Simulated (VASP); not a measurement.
# PbSe (Clausthalite) (Fm-3m) in VASP: further runs, part 2 of 2

VASP 6.6.1. The steps go on from the part before.

### 5 Relaxation of cell and atoms, PBEsol

INCAR reads:

```
  ALGO = Normal
  EDIFF = 1E-6
  EDIFFG = -0.01
  ENCUT = 600
  GGA = PS
  IBRION = 2
  ISIF = 3
  ISMEAR = 0
  KPAR = 4
  LASPH = True
  LCHARG = False
  LREAL = False
  LWAVE = False
  NELM = 80
  NSW = 90
  PREC = Accurate
  SIGMA = 0.03
```

KPOINTS reads:

```
k-points
0
Gamma
  8 8 8
```

POSCAR reads:

```
PbSe
1.0
    0.0000000000      3.0606500000      3.0606500000
    3.0606500000      0.0000000000      3.0606500000
    3.0606500000      3.0606500000      0.0000000000
Pb Se
1 1
Direct
    0.0000000000      0.0000000000      0.0000000000
    0.5000000000      0.5000000000      0.5000000000
```

Run with:

```bash
$ cat potpaw_PBE.64/Pb_d/POTCAR potpaw_PBE.64/Se/POTCAR > POTCAR
$ mpirun -np 4 vasp_std > vasp.out
```

Wall time 14 s (4 MPI ranks of AMD EPYC 9R45 (Zen 5), shared host); peak memory 0.2 GiB.

Results (log left out):

```
Free energy                            : -8.9178 eV
Relaxed volume                         : 28.43 Å³/atom
Relaxed cell                           : a = 4.316 Å, b = 4.316 Å, c = 4.316 Å, α = 60.00°, β = 60.00°, γ = 60.00°
Space group after relaxing (to 0.05 Å) : Fm-3m (No. 225)
Energy gained by relaxing              : 0.3 meV/atom
Ionic steps                            : 3
Pressure after relaxing                : 0.0 GPa
Band gap on the k mesh                 : 0.17 eV, direct
```

The path:
| step | energy change (eV) | largest force (eV/Å) | pressure (GPa) | volume (Å³) |
| --- | --- | --- | --- | --- |
| 1 | 0.0000 | 0.0000 | -0.46 | 57.34 |
| 2 | -0.0006 | 0.0000 | 0.19 | 56.66 |
| 3 | -0.0007 | 0.0000 | 0.00 | 56.86 |

Final structure:
```
CELL_PARAMETERS angstrom
0.00000 3.05199 3.05199
3.05199 0.00000 3.05199
3.05199 3.05199 0.00000
ATOMIC_POSITIONS crystal
Pb 0.00000 0.00000 0.00000
Se 0.50000 0.50000 0.50000
```

Levels at points of the mesh, in eV from the valence-band top:
| k point | band 8 | band 9 | band 10 | band 11 | band 12 | band 13 |
| --- | --- | --- | --- | --- | --- | --- |
| (0.00, 0.00, 0.00) | -1.92 | -1.92 | -1.92 | 4.69 | 4.69 | 4.69 |
| (0.50, 0.00, 0.00) | -1.50 | -1.50 | 0.00 | 0.17 | 1.63 | 1.63 |
| (0.50, 0.50, 0.00) | -5.10 | -3.31 | -3.31 | 3.54 | 5.61 | 5.61 |

Caveat: the PAW data sets were made with another functional, which shifts forces and pressure a little; spin-orbit coupling is left out, which as a rule narrows the gap of such compounds by several tenths of an eV. A k mesh can miss the band edges.

### 6 Relaxation of cell and atoms, PBEsol

This run uses another cell than the first one, of 28.43 Å³/atom, 0.992 times its volume.

Changes to INCAR since step 5:

```diff
@@ -1,4 +1,4 @@
   ALGO = Normal
-  EDIFF = 1E-6
-  EDIFFG = -0.01
+  EDIFF = 1E-7
+  EDIFFG = -0.005
   ENCUT = 600
```

KPOINTS is that of step 5.

POSCAR reads:

```
PbSe                                    
1.0
    0.0000000000      3.0519897383      3.0519897383
    3.0519897383      0.0000000000      3.0519897383
    3.0519897383      3.0519897383     -0.0000000000
  Pb              Se            
     1     1
Direct
     0.0000000000000000    0.0000000000000000    0.0000000000000000
     0.5000000000000000    0.5000000000000000    0.5000000000000000
```

Potentials or basis: VASP PAW PBE potentials, release 64 (Pb_d, Se).

Run with:

```bash
$ cat potpaw_PBE.64/Pb_d/POTCAR potpaw_PBE.64/Se/POTCAR > POTCAR
$ mpirun -np 4 vasp_std > vasp.out
```

OUTCAR:

```text
EDIFF = 1E-7
   EDIFFG = -0.005
   ENCUT = 600
   GGA = PS
   IBRION = 2
   ISIF = 3
   ISMEAR = 0
   LASPH = True
   LREAL = False
   NELM = 80
   NSW = 90
   PREC = Accurate

 ion  position               nearest neighbor table
   1  0.000  0.000  0.000-   2 3.05   2 3.05   2 3.05   2 3.05   2 3.05   2 3.05
   2  0.500  0.500  0.500-   1 3.05   1 3.05   1 3.05   1 3.05   1 3.05   1 3.05

  LATTYP: Found a face centered cubic cell.
 ALAT       =     6.1039794766

  Lattice vectors:

 A1 = (   0.0000000000,   3.0519897383,   3.0519897383)
 A2 = (   3.0519897383,   0.0000000000,   3.0519897383)
 A3 = (   3.0519897383,   3.0519897383,   0.0000000000)

Analysis of symmetry for initial positions (statically):
=====================================================================
 Subroutine PRICEL returns:
 Original cell was already a primitive cell.

 Routine SETGRP: Setting up the symmetry group for a
 face centered cubic supercell.

 Subroutine GETGRP returns: Found 48 space group operations
 (whereof 48 operations were pure point group operations)
 out of a pool of 48 trial point group operations.

The static configuration has the point symmetry O_h .

[... 181 lines left out ...]
     10       3.1070      2.00000
     11       9.7119      0.00000
     12       9.7119      0.00000
     13       9.7119      0.00000
     14      11.4461      0.00000
[... 377 lines left out ...]
      1     -11.8043      2.00000
      2     -11.7558      2.00000
      3     -11.7331      2.00000
      4     -11.7223      2.00000
      5     -11.7064      2.00000
      6      -7.3629      2.00000
      7      -3.5315      2.00000
      8       1.6914      2.00000
      9       2.0802      2.00000
     10       4.1834      2.00000
     11       6.3316      0.00000
     12       8.4111      0.00000
     13       9.1060      0.00000
     14      12.5378      0.00000

 [... further k-points ...]

------------------------ aborting loop because EDIFF is reached ----------------------------------------

  FORCE on cell =-STRESS in cart. coord.  units (eV):
  Direction    XX          YY          ZZ          XY          YZ          ZX
  --------------------------------------------------------------------------------------
  -------------------------------------------------------------------------------------
  Total       -0.0010997     -0.0010997     -0.0010997      0.0000000      0.0000000      0.0000000
  in kB       -0.0309898     -0.0309898     -0.0309898      0.0000000      0.0000000      0.0000000
  external PRESSURE =      -0.0309898 kB  Pullay stress =       0.0000000 kB

 VOLUME and BASIS-vectors are now :
 -----------------------------------------------------------------------------
  energy-cutoff  :      600.00
  volume of cell :       56.86
      direct lattice vectors                 reciprocal lattice vectors
     0.000000000  3.051989738  3.051989738    -0.163827550  0.163827550  0.163827550
     3.051989738  0.000000000  3.051989738     0.163827550 -0.163827550  0.163827550
     3.051989738  3.051989738  0.000000000     0.163827550  0.163827550 -0.163827550

 POSITION                                       TOTAL-FORCE (eV/Angst)
 -----------------------------------------------------------------------------------
      0.00000      0.00000      0.00000        -0.000000      0.000000      0.000000
      3.05199      3.05199      3.05199         0.000000      0.000000      0.000000
 -----------------------------------------------------------------------------------
    total drift:                               -0.000000      0.000000      0.000000

  FREE ENERGIE OF THE ION-ELECTRON SYSTEM (eV)
  ---------------------------------------------------
  free  energy   TOTEN  =        -8.9177590719 eV

  energy  without entropy=       -8.9177590127  energy(sigma->0) =       -8.91775904

 reached required accuracy - stopping structural energy minimisation
```

OSZICAR:

```text
N       E                     dE             d eps       ncg     rms          rms(c)
DAV:   1     0.166123887529E+03    0.16612E+03   -0.10398E+04   812   0.161E+03
DAV:   2     0.456077296364E+01   -0.16156E+03   -0.15793E+03   836   0.368E+02
DAV:   3    -0.885534006590E+01   -0.13416E+02   -0.13154E+02  1084   0.108E+02
DAV:   4    -0.916949008293E+01   -0.31415E+00   -0.31397E+00   862   0.188E+01
DAV:   5    -0.917877784563E+01   -0.92878E-02   -0.92876E-02  1152   0.337E+00    0.268E+00
DAV:   6    -0.892460788372E+01    0.25417E+00   -0.66932E-01  1190   0.702E+00    0.153E+00
DAV:   7    -0.891738894909E+01    0.72189E-02   -0.10620E-01   938   0.193E+00    0.801E-01
DAV:   8    -0.891805843847E+01   -0.66949E-03   -0.10598E-02   950   0.136E+00    0.120E-01
DAV:   9    -0.891773035349E+01    0.32808E-03   -0.21291E-03  1208   0.517E-01    0.465E-02
DAV:  10    -0.891776076161E+01   -0.30408E-04   -0.14155E-04   890   0.876E-02    0.163E-02
DAV:  11    -0.891775904892E+01    0.17127E-05   -0.32836E-05  1162   0.700E-02    0.445E-03
DAV:  12    -0.891775910360E+01   -0.54679E-07   -0.22670E-06  1040   0.176E-02    0.146E-03
DAV:  13    -0.891775907190E+01    0.31707E-07   -0.79322E-08   562   0.461E-03
   1 F= -.89177591E+01 E0= -.89177590E+01  d E =-.891776E+01
```

Run time: 7.6 s. Hardware: 4 MPI ranks of AMD EPYC 9R45 (Zen 5), shared host; peak memory 0.19 GiB.

What came out:

```yaml
Free_energy: -8.9178 eV
Pressure_after_relaxing: 0.0 GPa
Band_gap_on_the_k_mesh: 0.17 eV, direct
```

Final structure:
```
Pb Se
1.0
     0.00000    3.05199    3.05199
     3.05199    0.00000    3.05199
     3.05199    3.05199    0.00000
Pb Se
1 1
Cartesian
  0.0000 0.0000 0.0000
  3.0520 3.0520 3.0520
```

Caveat: the relaxation stopped at its first step, so nothing moved; the PAW data sets were made with another functional, which shifts forces and pressure a little; spin-orbit coupling is left out, which as a rule narrows the gap of such compounds by several tenths of an eV. A k mesh can miss the band edges.
